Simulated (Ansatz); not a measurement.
# Au2Al: changing the dispersion correction

The cell as given:

The structure is tetragonal, space group I4/mmm (No. 139). The conventional cell has a = 3.343 Å, b = 3.343 Å, c = 8.798 Å, α = 90.00°, β = 90.00°, γ = 90.00°. Au (site symmetry 4mm) has 5 Al at 2.73 to 3.02 Å and 5 Au at 2.75 to 2.88 Å as nearest neighbours. Around Al (site symmetry 4/mmm) lie 10 Au at 2.73 to 3.02 Å.

The cell comes from a database or a generator and needn't be the stable form of this composition.

Kept alike: task relaxation of cell and atoms; functional PBEsol; k mesh 11 × 11 × 11; occupations fermi-dirac, width 0.05 eV; no spin polarisation. Program: Ansatz, Ansatz PAW, cutoff 420 eV. The mesh is that of the run's cell of 3 atoms. No spin-orbit coupling.

| dispersion correction | volume (Å³/atom) |
| --- | --- |
| D3(BJ) | 15.588 |
| D3(BJ)-ATM | 15.720 |
| D4 | 15.823 |
| none | 16.136 |

The relaxations keep at least the cell's symmetry (I4/mmm). For a metal such a mesh leaves the last digits unconverged. Relaxations stop with a little pressure left, so the last digits of a volume or edge aren't settled. All rows use potentials made for PBE.

The volume runs from 15.588 (D3(BJ)) to 16.136 Å³/atom (none). Against no correction: D3(BJ) -3.4 %; D3(BJ)-ATM -2.6 %; D4 -1.9 %. Dispersion terms mostly attract and so lower the volume; the schemes' coefficients and damping set how far.
